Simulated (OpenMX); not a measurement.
The system is PtS2.

```
Pt S
1.0
     3.54320    0.00000    0.00000
    -1.77160    3.06850    0.00000
     0.00000    0.00000    5.03880
Pt S
1 2
Direct
  0.00000 0.00000 0.00000
  0.66667 0.33333 0.77300
  0.33333 0.66667 0.22700
```

Base run:

- Program: OpenMX 3.8.5
- Functional: PBE
- Potentials or basis: OpenMX 2013 PBE set, Pt7.0-s3p2d2f1, S7.0-s2p2d1f1, grid cutoff 400 Ry
- k mesh: 7 × 7 × 5
- Occupations: fermi-dirac, width 0.05 eV
- Spin: no spin polarisation

Its results: band gap on the k mesh 0.88 eV, indirect (least direct gap 1.16 eV); pressure 14.5 GPa; largest force 1.621 eV/Å.

Q: The run is repeated on the same cell with these changes: k mesh from 7 × 7 × 5 to 9 × 9 × 5. What comes out?

A: Band gap on the k mesh 1.02 eV, indirect (least direct gap 1.07 eV); pressure 14.5 GPa; largest force 1.620 eV/Å.

Caveats: spin-orbit coupling is left out, which moves the levels of the heavy elements; the basis of atomic orbitals isn't converged, which shifts pressures, moduli and gaps; forces of over 1 eV/Å show positions far from the minimum, so gaps and moduli don't describe the material at rest.
